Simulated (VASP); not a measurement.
TiN (Osbornite), 2 atoms in the cell. It takes space group Fm-3m (No. 225, cubic). Conventional cell: a = 4.277 Å, b = 4.277 Å, c = 4.277 Å, α = 90.00°, β = 90.00°, γ = 90.00°. Ti (site symmetry m-3m) is surrounded by 6 N at 2.14 Å. Around N (site symmetry m-3m) lie 6 Ti at 2.14 Å. 

| Item | Value |
| --- | --- |
| Program | VASP 6.6.1 |
| Task | relaxation of cell and atoms |
| Functional | RPBE |
| Potentials or basis | VASP PAW PBE potentials, release 64 (Ti_sv, N) |
| Cutoff | 600 eV |
| k mesh | 16 × 16 × 16 |
| Occupations | methfessel-paxton, width 0.1 eV |
| Spin | no spin polarisation |
| Further INCAR settings | ALGO = Normal; EDIFF = 1e-07; IBRION = 2; EDIFFG = -0.005; NSW = 90; ISIF = 3 |

Potentials or basis: VASP PAW PBE potentials, release 64 (Ti_sv, N).

Run with:

```bash
$ cat potpaw_PBE.64/Ti_sv/POTCAR potpaw_PBE.64/N/POTCAR > POTCAR
$ mpirun -np 1 vasp_std > vasp.out
```

Hardware: 1 thread of Intel(R) Xeon(R) Platinum 8375C CPU @ 2.90GHz (Ice Lake), on a shared host.

**Question.** How long does it take, and how much memory?

**Answer.** It took 47 s on 1 thread of Intel(R) Xeon(R) Platinum 8375C CPU @ 2.90GHz (Ice Lake), on a shared host, peak memory 0.17 GiB. Counts: scf iterations 16, k points 145, ion steps 1.
